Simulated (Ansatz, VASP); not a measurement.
Given: the input of a run of VASP 6.6.1 on Al.

File INCAR:

```
SYSTEM = Al
PREC     = Accurate       ! precision mode
ENCUT    = 520            ! plane-wave cutoff, eV
EDIFF    = 1E-6           ! SCF threshold, eV
ISMEAR   = 0              ! smearing method
SIGMA    = 0.012          ! smearing width, eV
LREAL    = .False.        ! projectors in reciprocal space
LASPH    = .True.         ! aspherical terms in the spheres
NELM     = 80             ! most SCF steps
ALGO     = Fast           ! electronic algorithm
ISIF     = 2              ! what is computed and relaxed
LWAVE    = .False.        ! write WAVECAR
LCHARG   = .False.        ! write CHGCAR
GGA      = PE             ! functional
NBANDS   = 8              ! bands
```

The input KPOINTS:

```
regular mesh
0
Gamma
  11 11 11
  0 0 0
```

POSCAR

```
Al
1.0
    0.0000000000      2.0248050000      2.0248050000
    2.0248050000      0.0000000000      2.0248050000
    2.0248050000      2.0248050000      0.0000000000
Al
1
Direct
    0.0000000000      0.0000000000      0.0000000000
```

Potentials or basis: VASP PAW PBE potentials, release 64 (Al).

Command:

```console
$ cat potpaw_PBE.64/Al/POTCAR > POTCAR
$ mpirun -np 1 vasp_std > vasp.out
```

Q: Set up the same calculation for Ansatz 0.2.0. Potentials there: Ansatz PAW.

A: As run (the cutoff follows the program's own potentials):

input.yaml

```yaml
crystal:
  lattice:
    - [0.0, 2.024805, 2.024805]
    - [2.024805, 0.0, 2.024805]
    - [2.024805, 2.024805, 0.0]
  atoms:
    - { symbol: Al, position: [0.0, 0.0, 0.0] }
hamiltonian:
  xc: pbe
  pseudopotentials: { kind: paw }
kpoints:
  mp_grid: { grid: [11, 11, 11] }
scf:
  occupations: { method: gaussian, width: 0.012 }
output:
  forces: true
  stress: true
  eigenvalues: true
```

Potentials or basis: Ansatz PAW.

The run is started by

```sh
$ ansatz run input.yaml --threads 2 --pin off --max-ram 5632MiB --backend cpu --events-out ev --progress --plain --runs-dir out
```

Both were run:

|  | VASP | Ansatz | Ansatz less VASP |
| --- | --- | --- | --- |
| gap on the k mesh at the Fermi level (eV) | none | none | - |
| pressure (GPa) | -0.6 | -0.5 | +0.04 |

A gap of «none» marks a metal or a gap that the smearing closes.
